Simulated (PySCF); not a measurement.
Runs of PySCF 2.14.0 on Pd. It takes space group Fm-3m (No. 225, cubic). The conventional cell has a = 3.893 Å, b = 3.893 Å, c = 3.893 Å, α = 90.00°, β = 90.00°, γ = 90.00°. Pd (site symmetry m-3m) is surrounded by 12 Pd at 2.75 Å. 

| task | level | potentials or basis | cell | k mesh | symmetry | density cutoff | potentials | three-body dispersion term | coulomb method | gap on the mesh (eV) | V0 of scaled cells (Å³/atom) | B0 (GPa) |
| --- | --- | --- | --- | --- | --- | --- | --- | --- | --- | --- | --- | --- |
| equation of state | PBE+D3(BJM) | DZVP-MOLOPT-SR/GTH-PBE (potentials made for PBE) | Fm-3m, 14.75 Å³/atom | 5 × 5 × 5 | yes | 102 Ha | Pd GTH-PBE-q18 | no | multigrid | - | (a) | 237 |
| equation of state | PBEsol | DZVP-MOLOPT-SR/GTH-PBE (potentials made for PBE) | Fm-3m, 14.75 Å³/atom | 4 × 4 × 4 | yes | 102 Ha | Pd GTH-PBE-q18 | - | multigrid | - | 14.72 | 205 |
| density of states | PBE | DZVP-MOLOPT-SR/GTH-PBE (potentials made for PBE) | Fm-3m, 13.57 Å³/atom | 6 × 6 × 6 | yes | 102 Ha | Pd GTH-PBE-q18 | - | multigrid | none | - | - |
| band structure | LDA | DZVP-MOLOPT-SR/GTH-PBE (potentials made for PBE) | Fm-3m, 14.75 Å³/atom | 3 × 3 × 3 | yes | 102 Ha | Pd GTH-PBE-q18 | - | multigrid | none | - | - |
| atomic charges | PBE0 form with 50 % exact exchange | DZVP-MOLOPT-HYB/GTH-HYB (UZH) (potentials made for PBE0) | Fm-3m, 14.75 Å³/atom | 2 × 2 × 2 | no | 177 Ha | Pd GTH-HYB-q18 | - | Gaussian density fitting (GDF) | none | - | - |
| band structure | r2SCAN | DZVP-MOLOPT-SR/GTH-PBE (potentials made for PBE) | Fm-3m, 14.75 Å³/atom | 3 × 3 × 3 | yes | 102 Ha | Pd GTH-PBE-q18 | - | multigrid | none | - | - |
| band structure | r2SCAN | DZVP-MOLOPT-SR/GTH-PBE (potentials made for PBE) | Fm-3m, 14.75 Å³/atom | 5 × 5 × 5 | yes | 102 Ha | Pd GTH-PBE-q18 | - | multigrid | none | - | - |

Alike in all rows: no spin polarisation; smearing fermi-dirac 0.05 eV; the mesh is coarse, so values aren't converged.

Task: Fill in the values left out.

Result: (a) 14.19.

Caveats: all runs use coarse meshes; the basis of atomic orbitals isn't converged, which shifts pressures, moduli and gaps; the potentials were made for another functional, which shifts forces and pressure (some runs); meta-GGAs need a finer uniform grid than this (some runs); on so small a mesh gaps with full-range exact exchange can be off by tenths of an eV to over 1 eV (some runs); the default atom-centred grid shifts energies of crystals by up to some 10 meV an atom and pressures by some 0.5 GPa (some runs).

A k mesh can miss the band edges, and the runs leave out spin-orbit coupling on Pd.

A gap of «none» marks a metal or a gap under the smearing width.
